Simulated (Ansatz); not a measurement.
Worked example: the enthalpy of CBrCl3 + C4H10O → CHBrCl2 + C4H9ClO

Species: CBrCl3 (bromotrichloromethane) `ClC(Cl)(Cl)Br`, singlet; C4H10O (diethyl ether) `CCOCC`, singlet; CHBrCl2 (bromodichloromethane) `ClC(Cl)Br`, singlet; C4H9ClO (2-chloroethyl ethyl ether) `CCOCCCl`, singlet. The partners trade Cl for H; both sit on C, so the bond types are kept.

Shapes, held fixed at every level: PBE0-D4/def2-TZVP. Flexible molecules stand in one conformer, not always the lowest. Programs: Ansatz 0.2.0. The zero-point and thermal terms to 298 K, harmonic and unscaled (PBE0-D4/def2-TZVP), stand in the table.

At SPW92/def2-TZVPP; 1 Eh = 2625.50 kJ/mol:

| species | energy (Eh) | H(298 K) − E (kJ/mol) | tabulated ΔfH (kJ/mol) |
| --- | --- | --- | --- |
| CBrCl3 | -3984.550645 | 41.6 | -43.0 |
| C4H10O | -231.695530 | 379.4 | -252.1 |
| CHBrCl2 | -3526.413930 | 65.7 | -51.5 |
| C4H9ClO | -689.842398 | 360.0 | -301.3 |

**Question.** Work out the reaction enthalpy at 298 K from the calculation and from the table of heats.

**Answer.** 
1. Electronic: (-3526.413930) + (-689.842398) − [(-3984.550645) + (-231.695530)] = -0.010153 Eh = -26.7 kJ/mol.
2. Zero-point and thermal: (65.7) + (360.0) − [(41.6) + (379.4)] = +4.7 kJ/mol.
3. Computed ΔH = -22.0 kJ/mol.
4. From the heats of formation (Active Thermochemical Tables, CRC Handbook of Chemistry and Physics): (-51.5) + (-301.3) − [(-43.0) + (-252.1)] = -57.7 kJ/mol.
5. Computed less tabulated: +35.7 kJ/mol. Tabulated heats carry uncertainties of their own. The tabulated value of C4H9ClO is in doubt (older tables, estimates, or at odds with other calculations) and kept here.

Relativity is left out for Br.
